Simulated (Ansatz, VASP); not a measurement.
## P: VASP beside Ansatz

Contents of INCAR:

```
ALGO = Fast
DIPOL = 0.5 0.5 0.370
EDIFF = 1E-6
ENCUT = 520
GGA = PE
IDIPOL = 3
ISIF = 2
ISMEAR = 0
IVDW = 12
LASPH = True
LCHARG = False
LDIPOL = True
LREAL = False
LWAVE = False
NBANDS = 18
NELM = 100
PREC = Accurate
SIGMA = 0.05
```

The input KPOINTS:

```
k-points
0
Gamma
  9 9 1
```

POSCAR

```
P
1.0
    3.2540552129      0.0000000000      0.0000000000
   -1.6270276064      2.8180944797      0.0000000000
    0.0000000000      0.0000000000     19.9904919088
P
4
Direct
    0.3333333333      0.6666666667      0.2873989285
    0.6666666667      0.3333333333      0.2251070169
    0.1666666667      1.6666666667      0.5152695569
    0.5000000000      1.3333333333      0.4529776454
```

Input for Ansatz:

```yaml
crystal:
  lattice:
    - [3.2540552129, 0.0, 0.0]
    - [-1.6270276064, 2.8180944797, 0.0]
    - [0.0, 0.0, 19.9904919088]
  atoms:
    - { symbol: P, position: [0.3333333333, 0.6666666667, 0.2873989285] }
    - { symbol: P, position: [0.6666666667, 0.3333333333, 0.2251070169] }
    - { symbol: P, position: [0.1666666667, 1.6666666667, 0.5152695569] }
    - { symbol: P, position: [0.5, 1.3333333333, 0.4529776454] }
basis:
  ecutwfc: 420
kpoints:
  mp_grid: { grid: [9, 9, 1] }
hamiltonian:
  xc: pbe
  dispersion: d3bj
scf:
  occupations: { method: gaussian, width: 0.05 }
output:
  forces: true
  eigenvalues: true
efield:
  axis: 3
  dipole_correction: true
  ramp_width: 0.04
```

Alike in both runs: task single point; functional PBE; dispersion D3(BJ); k mesh 9 × 9 × 1; occupations gaussian, width 0.05 eV; no spin polarisation.

|  | VASP | Ansatz |
| --- | --- | --- |
| version | VASP 6.6.1 | Ansatz 0.2.0 |
| potentials or method | VASP PAW PBE potentials, release 64 (P) | scalar-relativistic, plane waves, PAW |
| plane-wave cutoff (eV) | 520 | 420 |
| valence electrons in the cell | 20 | 20 |

|  | VASP | Ansatz | Ansatz less VASP |
| --- | --- | --- | --- |
| gap on the k mesh at the Fermi level (eV) | 1.18 | 1.14 | -0.040 |
| least direct gap on the mesh (eV) | 1.80 | 1.75 | -0.043 |
| rms of the force components (eV/Å) | 0.059 | 0.018 | -0.0407 |

Atom by atom the forces differ by 0.053 eV/Å (rms over components). The functional is the same, so the differences come from potentials, cutoffs and numerics.
